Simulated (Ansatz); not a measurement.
The system is ZnS (Wurtzite-2H).

```
CELL_PARAMETERS angstrom
3.81100 0.00000 0.00000
-1.90550 3.30042 0.00000
0.00000 0.00000 6.23400
ATOMIC_POSITIONS crystal
Zn 0.66667 0.33333 0.50000
Zn 0.33333 0.66667 0.00000
S 0.66667 0.33333 0.88500
S 0.33333 0.66667 0.38500
```

Base run:

| Item | Value |
| --- | --- |
| Program | Ansatz 0.2.0 |
| Functional | BLYP |
| Potentials or basis | Ansatz PAW |
| Cutoff | 420 eV (not typed: the program's choice for these potentials) |
| k mesh | 8 × 8 × 5 |
| Occupations | fermi-dirac, width 0.05 eV |
| Spin | no spin polarisation |

Its results: band gap on the k mesh 2.23 eV, direct; pressure 6.2 GPa; largest force 0.339 eV/Å.

Question: The run is repeated on the same cell with these changes: functional from BLYP to RPBE. What comes out?

Answer: Band gap on the k mesh 2.42 eV, direct; pressure 4.9 GPa; largest force 0.326 eV/Å.

Caveats: the PAW data sets come from PBE, with cores solved anew for the run's functional, which leaves a small shift of forces and pressure.
